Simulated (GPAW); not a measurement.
# How all numerical settings together moves the magnetism of 1 ML Cr on Rh(111), fcc site, 3 substrate layers

Aim: see how far moments and order energies of 1 ML Cr on Rh(111), fcc site, 3 substrate layers move with all numerical settings together, and what each rung costs.

Program: GPAW 26.7.0. Level of theory: LDA; plane waves with GPAW's PAW setups, scalar-relativistic. Results are calculated unless marked as measured.

Report form: the programs' logs are mostly left out.

## Step 1: Set-up

The cell holds 4 atoms: 3 Rh and 1 Cr. Cell: a = 2.684 Å, b = 2.684 Å, c = 20.498 Å, α = 90.0°, β = 90.0°, γ = 120.0°. pseudomorphic film on the substrate's lattice, hard-sphere layer spacings, unrelaxed, 14 A of vacuum. Vacuum lies along c.

## Step 2: Rung 1 (280 eV, mesh 6×6×1), start ferro +

Several settings change at once from rung to rung, from a quick look to a careful run; the headings and inputs name them.

order1.py reads:

```python
import json
import numpy as np
from ase import Atoms
from ase.parallel import paropen, parprint
from gpaw import GPAW

atoms = Atoms(['Rh', 'Rh', 'Rh', 'Cr'],
    cell=[[2.683965, 0.0, 0.0],
         [-1.341983, 2.324382, 0.0],
         [0.0, 0.0, 20.497978]],
    scaled_positions=[[0.0, 0.0, 0.341497],
         [0.666667, 0.333333, 0.448408],
         [0.333333, 0.666667, 0.555318],
         [0.0, 0.0, 0.658503]],
    pbc=True,
    magmoms=[0.0, 0.0, 0.0, 2.5])
atoms.calc = GPAW(mode={'name': 'pw', 'ecut': 280},
    xc='LDA',
    kpts={'size': (6, 6, 1), 'gamma': True},
    occupations={'name': 'fermi-dirac', 'width': 0.2},
    convergence={'density': 1e-05, 'energy': 1e-05},
    maxiter=200,
    symmetry={'tolerance': 1e-4},
    txt='order1.txt')
e = atoms.get_potential_energy(force_consistent=True)
res = {'free_energy': e, 'energy_sigma0': atoms.get_potential_energy(), 'fermi_energy': atoms.calc.get_fermi_level()}
res['moments'] = atoms.get_magnetic_moments().tolist()
res['total'] = atoms.get_magnetic_moment()
parprint('site moments (muB):', np.round(res['moments'], 3))
parprint(f"total moment: {res['total']:.3f} muB")
parprint(f'free energy: {e:.6f} eV')
atoms.calc.write('order1.gpw')
with paropen('results.json', 'w') as f:
    json.dump(res, f)
```

Started as:

```bash
OMP_NUM_THREADS=1 mpirun -n 4 gpaw python order1.py > order1.log
```

Wall time 29 s (4 MPI ranks of Intel Xeon Platinum 8488C (Sapphire Rapids), shared host); peak memory 0.72 GiB.

The run ended with an error.

The program's message: “AssertionError: {'density': np.True_, 'energy': np.False_, 'eigenstates': True}”

## Step 3: Rung 1 (280 eV, mesh 6×3×1), start antiferro q=(0,1/2,0) +-

The second start gives the energy difference between the two end states, the quantity that is followed up the ladder. Its q is in fractions of the reciprocal vectors of the first run's cell.

order2.py reads:

```python
import json
import numpy as np
from ase import Atoms
from ase.parallel import paropen, parprint
from gpaw import GPAW

atoms = Atoms(['Rh', 'Rh', 'Rh', 'Rh', 'Rh', 'Rh', 'Cr', 'Cr'],
    cell=[[2.683965, 0.0, 0.0],
         [-2.683966, 4.648764, 0.0],
         [0.0, 0.0, 20.497978]],
    scaled_positions=[[0.0, 0.0, 0.341497],
         [0.0, 0.5, 0.341497],
         [0.666667, 0.1666665, 0.448408],
         [0.666667, 0.6666665, 0.448408],
         [0.333333, 0.3333335, 0.555318],
         [0.333333, 0.8333335, 0.555318],
         [0.0, 0.0, 0.658503],
         [0.0, 0.5, 0.658503]],
    pbc=True,
    magmoms=[0.0, 0.0, 0.0, 0.0, 0.0, 0.0, 2.5, -2.5])
atoms.calc = GPAW(mode={'name': 'pw', 'ecut': 280},
    xc='LDA',
    kpts={'size': (6, 3, 1), 'gamma': True},
    occupations={'name': 'fermi-dirac', 'width': 0.2},
    convergence={'density': 1e-05, 'energy': 1e-05},
    maxiter=200,
    symmetry={'tolerance': 1e-4},
    txt='order2.txt')
e = atoms.get_potential_energy(force_consistent=True)
res = {'free_energy': e, 'energy_sigma0': atoms.get_potential_energy(), 'fermi_energy': atoms.calc.get_fermi_level()}
res['moments'] = atoms.get_magnetic_moments().tolist()
res['total'] = atoms.get_magnetic_moment()
parprint('site moments (muB):', np.round(res['moments'], 3))
parprint(f"total moment: {res['total']:.3f} muB")
parprint(f'free energy: {e:.6f} eV')
atoms.calc.write('order2.gpw')
with paropen('results.json', 'w') as f:
    json.dump(res, f)
```

Started as:

```bash
OMP_NUM_THREADS=1 mpirun -n 4 gpaw python order2.py > order2.log
```

Wall time 64 s (4 MPI ranks); peak memory 0.9 GiB.

Spin moment in the augmentation sphere by atom:

```csv
atom,spin moment in the augmentation sphere (μB)
Rh1,0.01
Rh2,-0.01
Rh3,0.00
Rh4,0.00
Rh5,0.02
Rh6,-0.02
Cr7,2.10
Cr8,-2.10
```

Read from the output:

- magnetization: 0 μB
- final state: antiferromagnetic

After 48 cycles the largest moment stands at 2.10 μB.

## Step 4: Rung 2 (380 eV, mesh 8×8×1), start ferro +

order1.py is the script of step 2 with these lines changed:

```diff
@@ -16,6 +16,6 @@
     magmoms=[0.0, 0.0, 0.0, 2.5])
-atoms.calc = GPAW(mode={'name': 'pw', 'ecut': 280},
+atoms.calc = GPAW(mode={'name': 'pw', 'ecut': 380},
     xc='LDA',
-    kpts={'size': (6, 6, 1), 'gamma': True},
-    occupations={'name': 'fermi-dirac', 'width': 0.2},
+    kpts={'size': (8, 8, 1), 'gamma': True},
+    occupations={'name': 'fermi-dirac', 'width': 0.15},
     convergence={'density': 1e-05, 'energy': 1e-05},
```

Started as:

```bash
OMP_NUM_THREADS=1 mpirun -n 4 gpaw python order1.py > order1.log
```

The job ended after 29 s (4 MPI ranks; peak memory 0.82 GiB; 1.9 min of CPU time).

Numbers from this step:

```
final state : non-magnetic
```

After 50 cycles the seed has died away: no moment is left.

## Step 5: Rung 2 (380 eV, mesh 8×4×1), start antiferro q=(0,1/2,0) +-

order2.py is the script of step 3 with these lines changed:

```diff
@@ -20,6 +20,6 @@
     magmoms=[0.0, 0.0, 0.0, 0.0, 0.0, 0.0, 2.5, -2.5])
-atoms.calc = GPAW(mode={'name': 'pw', 'ecut': 280},
+atoms.calc = GPAW(mode={'name': 'pw', 'ecut': 380},
     xc='LDA',
-    kpts={'size': (6, 3, 1), 'gamma': True},
-    occupations={'name': 'fermi-dirac', 'width': 0.2},
+    kpts={'size': (8, 4, 1), 'gamma': True},
+    occupations={'name': 'fermi-dirac', 'width': 0.15},
     convergence={'density': 1e-05, 'energy': 1e-05},
```

Started as:

```bash
OMP_NUM_THREADS=1 mpirun -n 4 gpaw python order2.py > order2.log
```

It took 3 min on 4 MPI ranks; peak memory 1.2 GiB.

Read from the output:

| Property | Result |
| --- | --- |
| magnetization | 0 μB |
| final state | antiferromagnetic |
| largest moment | 2.226 μB |

This start lies -110.0 meV a seeded atom from the first; its largest moment is 2.23 μB.

## Step 6: Rung 3 (500 eV, mesh 10×10×1), start ferro +

order1.py is the script of step 4 with these lines changed:

```diff
@@ -16,6 +16,6 @@
     magmoms=[0.0, 0.0, 0.0, 2.5])
-atoms.calc = GPAW(mode={'name': 'pw', 'ecut': 380},
+atoms.calc = GPAW(mode={'name': 'pw', 'ecut': 500},
     xc='LDA',
-    kpts={'size': (8, 8, 1), 'gamma': True},
-    occupations={'name': 'fermi-dirac', 'width': 0.15},
+    kpts={'size': (10, 10, 1), 'gamma': True},
+    occupations={'name': 'fermi-dirac', 'width': 0.1},
     convergence={'density': 1e-05, 'energy': 1e-05},
```

Started as:

```bash
OMP_NUM_THREADS=1 mpirun -n 4 gpaw python order1.py > order1.log
```

Run time: 63 s. Hardware: 4 MPI ranks; peak memory 0.89 GiB.

The run ended with an error.

The program's message: “AssertionError: {'density': np.True_, 'energy': np.False_, 'eigenstates': True}”

## Step 7: Rung 3 (500 eV, mesh 10×5×1), start antiferro q=(0,1/2,0) +-

order2.py is the script of step 5 with these lines changed:

```diff
@@ -20,6 +20,6 @@
     magmoms=[0.0, 0.0, 0.0, 0.0, 0.0, 0.0, 2.5, -2.5])
-atoms.calc = GPAW(mode={'name': 'pw', 'ecut': 380},
+atoms.calc = GPAW(mode={'name': 'pw', 'ecut': 500},
     xc='LDA',
-    kpts={'size': (8, 4, 1), 'gamma': True},
-    occupations={'name': 'fermi-dirac', 'width': 0.15},
+    kpts={'size': (10, 5, 1), 'gamma': True},
+    occupations={'name': 'fermi-dirac', 'width': 0.1},
     convergence={'density': 1e-05, 'energy': 1e-05},
```

Started as:

```bash
OMP_NUM_THREADS=1 mpirun -n 4 gpaw python order2.py > order2.log
```

Run time: 5.3 min. Hardware: 4 MPI ranks; peak memory 1.5 GiB; 21 min of CPU time.

Numbers from this step:

```
magnetization  : 0 μB
final state    : antiferromagnetic
largest moment : 2.291 μB
```

The largest moment moves by +0.06 μB from rung 2, at 1.7 times its CPU time.

## Step 8: Rung 4 (700 eV, mesh 14×14×1), start ferro +

order1.py is the script of step 6 with these lines changed:

```diff
@@ -16,6 +16,6 @@
     magmoms=[0.0, 0.0, 0.0, 2.5])
-atoms.calc = GPAW(mode={'name': 'pw', 'ecut': 500},
+atoms.calc = GPAW(mode={'name': 'pw', 'ecut': 700},
     xc='LDA',
-    kpts={'size': (10, 10, 1), 'gamma': True},
-    occupations={'name': 'fermi-dirac', 'width': 0.1},
+    kpts={'size': (14, 14, 1), 'gamma': True},
+    occupations={'name': 'fermi-dirac', 'width': 0.05},
     convergence={'density': 1e-05, 'energy': 1e-05},
```

Started as:

```bash
OMP_NUM_THREADS=1 mpirun -n 4 gpaw python order1.py > order1.log
```

Wall time 2.3 min (4 MPI ranks); peak memory 1.2 GiB.

This step gave:

| Quantity | Value |
| --- | --- |
| final state | non-magnetic |

After 44 cycles the seed has died away: no moment is left.

## Step 9: Rung 4 (700 eV, mesh 14×7×1), start antiferro q=(0,1/2,0) +-

order2.py is the script of step 7 with these lines changed:

```diff
@@ -20,6 +20,6 @@
     magmoms=[0.0, 0.0, 0.0, 0.0, 0.0, 0.0, 2.5, -2.5])
-atoms.calc = GPAW(mode={'name': 'pw', 'ecut': 500},
+atoms.calc = GPAW(mode={'name': 'pw', 'ecut': 700},
     xc='LDA',
-    kpts={'size': (10, 5, 1), 'gamma': True},
-    occupations={'name': 'fermi-dirac', 'width': 0.1},
+    kpts={'size': (14, 7, 1), 'gamma': True},
+    occupations={'name': 'fermi-dirac', 'width': 0.05},
     convergence={'density': 1e-05, 'energy': 1e-05},
```

Started as:

```bash
OMP_NUM_THREADS=1 mpirun -n 4 gpaw python order2.py > order2.log
```

Wall time 19 min (4 MPI ranks); peak memory 2.8 GiB; 76 min of CPU time.

Read from the output:

- magnetization: 0 μB
- final state: antiferromagnetic
- largest moment: 2.356 μB

This start lies -127.8 meV a seeded atom from the first, a change of -17.8 meV since rung 2; its largest moment is 2.36 μB.

## Step 10: Side by side

Ladder, by row:

```csv
rung,cutoff (eV),mesh,smearing (eV),state from the first start,state from the second start,second less first (meV a seeded atom),"moment, first (μB)","moment, second (μB)",CPU time (s)
2,380,8x8x1,0.15,non-magnetic,antiferromagnetic,-110,1.15e-4,2.226,835.6
4,700,14x14x1,0.05,non-magnetic,antiferromagnetic,-127.8,8.75e-5,2.356,5110
```

## Step 11: Outcome

| Quantity | Value |
| --- | --- |
| range of the moment in the table, second start | 2.23 to 2.36 μB |
| range of CPU time | 14 min to 85 min |
| range of the energy difference | -128 to -110 meV a seeded atom |

**Reading.** Only the last rung can serve as the reference, and the rung before it is still 18 meV away, so convergence is not shown. The second start ends lower on every rung of the table; whether functional and cell give the true order is another question. Rungs 1 and 3 gave no pair of finished runs and are missing from the table.

[Logs and program files are shortened in this print: banners, set-up blocks, solver, clock and traceback lines can be left out without a mark of their own.]

[Logs are printed without paths, hosts, clocks, repeated set-up lines and the standing remarks that a program may print on its own settings, such as how far it seeks lower states.]

[Hosts, paths, dates, database ids (printed as entryN), source tags and the programs' standing remarks are cut or masked in the printed files.]

[Where a cell is said to come from a database of computed structures, the database is the Materials Project.]
